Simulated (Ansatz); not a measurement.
Telling polymorphs of PbO apart by ¹⁷O

Level of theory: DFT, PBE, plane waves and PAW, scalar-relativistic, 420 eV cutoff (Ansatz 0.2.0). Q(¹⁷O) = -25.58 mb, I = 5/2. The cells come from the COD, with the atoms relaxed (PBE, cell held). Calculated pressures reach 3 GPa in size in them. Spin–orbit coupling is left out, which moves gradients at and beside heavy atoms (Pb) by some per cent and at some sites by far more.

Task: A calculated ¹⁷O parameter set reads: |C_Q| = 1.94 MHz, η = 0.30. Which structure does it belong to?
A.
PbO
Space group Pbcm (No. 57); a = 5.8931, b = 5.4904, c = 4.7528 Å.

```
site  Wyckoff  site symmetry       x       y       z
  Pb       4d            ..m  0.2330  0.9919  0.2500
   O       4d            ..m  0.8601  0.0882  0.2500
```
B.
PbO
Space group P4/nmm:1 (No. 129); a = 3.9744, c = 5.0220 Å.

| site | Wyckoff | site symmetry | x | y | z |
| --- | --- | --- | --- | --- | --- |
| Pb | 2c | 4mm | 0.0000 | 0.5000 | 0.2403 |
| O | 2a | -4m2 | 0.0000 | 0.0000 | 0.0000 |

Result: A. PbO in Pbcm gives |C_Q| = 1.94 MHz, η = 0.30; there O has 4 Pb at 2.26–2.48 Å; also 1 Pb at 3.32 Å. PbO in P4/nmm gives |C_Q| = 0.131 MHz, η = 0.00; there O has 4 Pb at 2.32 Å.
